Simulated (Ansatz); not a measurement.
**Computed properties of ZrO₂**

ZrO$_{2}$:
```cif
data_O4Zr2
_chemical_formula_sum 'Zr2 O4'
_space_group_name_H-M_alt 'P 1'
_space_group_IT_number 1
_cell_length_a 3.60107
_cell_length_b 3.60107
_cell_length_c 5.22998
_cell_angle_alpha 90.000
_cell_angle_beta 90.000
_cell_angle_gamma 90.000
loop_
_space_group_symop_operation_xyz
  'x, y, z'
loop_
_atom_site_label
_atom_site_type_symbol
_atom_site_fract_x
_atom_site_fract_y
_atom_site_fract_z
_atom_site_occupancy
Zr1 Zr 0.00000 0.00000 0.00000 1
Zr2 Zr 0.50000 0.50000 0.50000 1
O1 O 0.00000 0.50000 0.30363 1
O2 O 0.00000 0.50000 0.80363 1
O3 O 0.50000 0.00000 0.19637 1
O4 O 0.50000 0.00000 0.69637 1
```

Space group P4_2/nmc (No. 137); conventional cell a = 3.601 Å, b = 3.601 Å, c = 5.230 Å, α = 90.00°, β = 90.00°, γ = 90.00°.

Method: r²SCAN in the plane-wave PAW code Ansatz. Geometry: relaxed at this level of theory. Other levels are named where they apply.

Cell and energy:

- Volume per atom: 11.30 Å³
- Density: 6.03 g/cm³
- Formation energy from the elements (no fitted shifts): -3.69 eV/atom

Electronic structure:

* **Band gap**: 4.60 eV (indirect)
* **Valence-band maximum**: on the M–Γ line, 54 % of the way from M
* **Conduction-band minimum**: at Γ
* **Smallest direct gap on the standard path**: 4.72 eV
* **Electron effective mass**: 0.63, 0.63, 2.2 mₑ (principal values)
* **Electron effective mass with spin–orbit coupling**: 0.63, 0.63, 2.2 mₑ (principal values)
* **Hole effective mass**: 0.71, 2.1, 9.9 mₑ (principal values)
* **Hole effective mass with spin–orbit coupling**: 0.72, 2.1, 8.7 mₑ (principal values)
* **HSE06 gap on the r²SCAN cell**: 5.72 eV
* **Gap with spin–orbit coupling**: 4.60 eV

Mechanics:

- Bulk modulus (Birch–Murnaghan fit): 179 GPa
- Pressure derivative B′: 5.9

Charges:

- Bader charges = Zr +2.70, O -1.35 e

This is a known high-temperature phase of the composition, computed here at zero pressure and temperature. The r²SCAN relaxation kept the symmetry of its start; its stability against distortions is not shown here. No spin polarisation was allowed. The references are the lowest solids computed at this level, not always the standard phases (solids in place of the gases). Scalar-relativistic: spin–orbit coupling is off unless named, which matters more the heavier the elements.

Potentials: the earlier of the program's two PAW sets. The files were generated under PBE; for other functionals the program regenerates the frozen cores, and for LDA and PBEsol the local potential too.
